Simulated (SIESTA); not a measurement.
Runs of SIESTA 5.4.2 on ZrC. Symmetry: Fm-3m, No. 225, cubic system. The conventional cell has a = 4.730 Å, b = 4.730 Å, c = 4.730 Å, α = 90.00°, β = 90.00°, γ = 90.00°. Around Zr (site symmetry m-3m) lie 6 C at 2.37 Å. C (site symmetry m-3m) has 6 Zr at 2.37 Å as nearest neighbours. 

```tsv
level	potentials or basis	gap on the mesh (eV)	pressure (GPa)
BLYP	PseudoDojo 0.4 standard (PBE files), DZP (energy shift 0.003 Ry; two zetas on semicore shells)	none	6.7
vdW-DF-cx	PseudoDojo 0.4 standard (PBE files), DZP (energy shift 0.003 Ry; two zetas on semicore shells)	none	-5.4
AM05	PseudoDojo 0.4 standard (PBEsol files), DZP (energy shift 0.003 Ry; two zetas on semicore shells)	none	-7.0
PBE	PseudoDojo 0.4 standard (PBE files), DZP (energy shift 0.003 Ry; two zetas on semicore shells)	none	(a)
```

Alike in all rows: task band structure; no spin polarisation; cell as given; k mesh 10 × 10 × 10; smearing fermi-dirac 0.05 eV; grid cutoff 800 Ry; energy shift 0.003 Ry.

Q: Fill in the values left out.

A: (a) -0.9.

Caveats: the basis of atomic orbitals isn't converged, which shifts pressures, moduli and gaps; the potentials were made for another functional, which shifts forces and pressure (some runs).

A k mesh can miss the band edges, and the runs leave out spin-orbit coupling on Zr.

A gap of «none» marks a metal or a gap under the smearing width.
